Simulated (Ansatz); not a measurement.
**BaS: a relaxation**

Wanted: a converged relaxation for BaS, and a check of what comes out. The structure is shown as the input types it.

Program: Ansatz 0.2.0. Level of theory: DFT, PBE, PAW with Ansatz's default frozen-core files, scalar-relativistic (as first typed). These are calculated values, not measurements.

### Step 1. The starting structure

It takes space group Fm-3m (No. 225, cubic). Conventional cell: a = 6.553 Å, b = 6.553 Å, c = 6.553 Å, α = 90.00°, β = 90.00°, γ = 90.00°. Ba (site symmetry m-3m) is surrounded by 6 S at 3.28 Å. S (site symmetry m-3m) is surrounded by 6 Ba at 3.28 Å.

Structure file:

```
CELL_PARAMETERS angstrom
0.00000 3.27674 3.27674
3.27674 0.00000 3.27674
3.27674 3.27674 0.00000
ATOMIC_POSITIONS crystal
Ba 0.00000 0.00000 0.00000
S 0.50000 0.50000 0.50000
```

### Step 2. The calculation

Contents of input.yaml:

```yaml
crystal:
  lattice:
    - [0.0, 3.2767414078, 3.2767414078]
    - [3.2767414078, 0.0, 3.2767414078]
    - [3.2767414078, 3.2767414078, 0.0]
  atoms:
    - { symbol: Ba, position: [0.0, 0.0, 0.0] }
    - { symbol: S, position: [0.5, 0.5, 0.5] }
kpoints:
  mp_grid: { grid: [7, 7, 7] }
scf:
  max_iter: 75
hamiltonian:
  xc: pbe
  pseudopotentials: { kind: paw }
output:
  forces: true
  stress: true
  efg: { contact_densities: true }
relax:
  f_tol: 0.005
  max_steps: 80
  cell: {}
```

On the command line:

```
ansatz run input.yaml --threads 1 --pin off --max-ram 2048MiB --backend cpu --events-out ev --progress --plain --runs-dir out
```

Q: Will this input give a usable result? If not, why, and what should change?

The run ended at the input check. It says: «`scf.occupations.method` is required: fixed only where the cell keeps a band gap throughout the run, explicit beside scf.occupations.values (under evaluate: without them) ...»

Look at the input: scf.occupations.method is missing; scf.occupations.width is missing. A block that this kind of run needs isn't there.

What to do: set scf.occupations.method to fermi_dirac and scf.occupations.width to 0.02.
